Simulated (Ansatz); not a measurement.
Cr: levels along high-symmetry lines

```
Cr
1.0
     0.00000    1.81110    1.81110
     1.81110    0.00000    1.81110
     1.81110    1.81110    0.00000
Cr
1
Direct
  0.00000 0.00000 0.00000
```

The structure comes from a relaxation in the same program, started in the fcc type, and has space group Fm-3m. Whether it is a known phase or the ground state wasn't checked.

All numbers below come from DFT, PBE, all-electron LAPW, scalar-relativistic in Ansatz 0.2.0.

Settings: a Γ-centred 20×20×20 k mesh, Fermi–Dirac smearing of 0.05 eV, basis error target 1 meV/atom, spin-polarised from start moments Cr 3 μB (the moments died away, and the run ended non-magnetic).

Points in fractions of the reciprocal vectors of this cell: Γ (0, 0, 0), X (0.5, 0, 0.5), U (0.625, 0.25, 0.625), K (0.375, 0.375, 0.75), L (0.5, 0.5, 0.5), W (0.5, 0.25, 0.75). The path joins them by straight lines in the order Γ–X–U–K–Γ–L–W–X; legs that retrace an earlier one aren't tabulated. Energies are in eV from the Fermi level.

Problem. Metal or insulator at this level of theory?

Solution. No gap opens: metallic or semimetallic.

Problem. Tabulate bands 3 to 9, counted from the lowest band of the run, along the path.

Solution. 
```tsv
k (1/Å)	point	band 3	band 4	band 5	band 6	band 7	band 8	band 9
0.00	Γ	-42.32	-42.32	-7.54	-0.42	-0.42	-0.42	1.35
0.43		-42.36	-42.36	-6.72	-0.92	-0.07	-0.07	0.88
0.87		-42.47	-42.47	-4.80	-1.99	0.16	0.91	0.91
1.30		-42.57	-42.57	-3.96	-2.92	1.60	2.19	2.19
1.73	X	-42.62	-42.62	-4.12	-3.28	2.52	2.87	2.87
1.89		-42.63	-42.61	-4.05	-3.22	2.19	2.44	2.84
2.04		-42.67	-42.60	-3.85	-3.06	1.31	2.21	2.75
2.19		-42.73	-42.58	-3.53	-2.82	0.53	1.88	2.61
2.35	U	-42.80	-42.55	-3.15	-2.55	-0.15	1.51	2.42
2.61		-42.82	-42.56	-2.84	-2.29	-0.74	1.21	2.48
2.88		-42.80	-42.58	-2.64	-1.94	-1.33	1.03	2.56
3.14		-42.82	-42.56	-2.84	-2.29	-0.74	1.21	2.48
3.41	K	-42.80	-42.55	-3.15	-2.55	-0.15	1.51	2.42
3.87		-42.75	-42.46	-2.48	-1.74	-1.40	0.65	1.59
4.33		-42.52	-42.38	-4.39	-1.50	-0.49	0.54	0.63
4.79		-42.37	-42.33	-6.63	-0.85	-0.15	-0.14	1.02
5.25	Γ	-42.32	-42.32	-7.54	-0.42	-0.42	-0.42	1.35
5.63		-42.33	-42.33	-6.92	-0.70	-0.24	-0.24	1.26
6.00		-42.37	-42.37	-5.37	-1.09	-0.13	-0.13	1.46
6.38		-42.41	-42.41	-4.13	-0.40	-0.40	-0.37	2.18
6.75	L	-42.43	-42.43	-3.92	-0.54	-0.54	0.79	2.55
7.06		-42.49	-42.44	-3.60	-0.98	-0.28	0.05	2.50
7.37		-42.65	-42.50	-2.79	-1.91	-0.76	0.41	2.41
7.67		-42.80	-42.58	-2.64	-1.94	-1.33	1.03	2.56
7.98	W	-42.87	-42.63	-2.90	-1.55	-1.55	1.09	2.87
8.20		-42.77	-42.63	-3.13	-2.30	-0.60	1.36	2.87
8.41		-42.69	-42.62	-3.60	-2.84	0.51	1.90	2.87
8.63		-42.64	-42.62	-3.98	-3.17	1.78	2.36	2.87
8.85	X	-42.62	-42.62	-4.12	-3.28	2.52	2.87	2.87
```
